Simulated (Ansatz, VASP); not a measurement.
**Two plane-wave programs on BN**

```
CELL_PARAMETERS angstrom
2.54658 0.00000 0.00000
-1.27329 2.20540 0.00000
0.00000 0.00000 12.52947
ATOMIC_POSITIONS crystal
B 0.00000 0.00000 0.99973
B 0.33333 0.66667 0.16712
B 0.66667 0.33333 0.33323
B 0.00000 0.00000 0.49973
B 0.66667 0.33333 0.66712
B 0.33333 0.66667 0.83323
N 0.00000 0.00000 0.12537
N 0.33333 0.66667 0.29170
N 0.66667 0.33333 0.45786
N 0.00000 0.00000 0.62537
N 0.66667 0.33333 0.79170
N 0.33333 0.66667 0.95786
```

Alike in both runs: functional PBEsol; k mesh 12 × 12 × 2; occupations gaussian, width 0.02 eV; no spin polarisation.

Ansatz relaxed the structure, and its values are those at the end. VASP's run is a single point on that final structure, the one shown.

|  | VASP | Ansatz |
| --- | --- | --- |
| version | VASP 6.6.1 | Ansatz 0.2.0 |
| potentials or method | VASP PAW PBE potentials, release 64 (B, N) | scalar-relativistic, plane waves, PAW |
| plane-wave cutoff (eV) | 520 | 420 |
| valence electrons in the cell | 48 | 48 |

```tsv
	VASP	Ansatz	Ansatz less VASP
gap on the k mesh at the Fermi level (eV)	5.03	5.04	+0.012
least direct gap on the mesh (eV)	7.05	7.07	+0.012
pressure (GPa)	0.6	0.0	-0.62
```

With one functional, cell and mesh, what is left measures potentials, basis and numerics.

Caveats: the PAW data sets were made with another functional, which shifts forces and pressure a little (VASP). PBEsol gaps usually lie below the measured ones, often by a third to a half. A k mesh can miss the band edges.
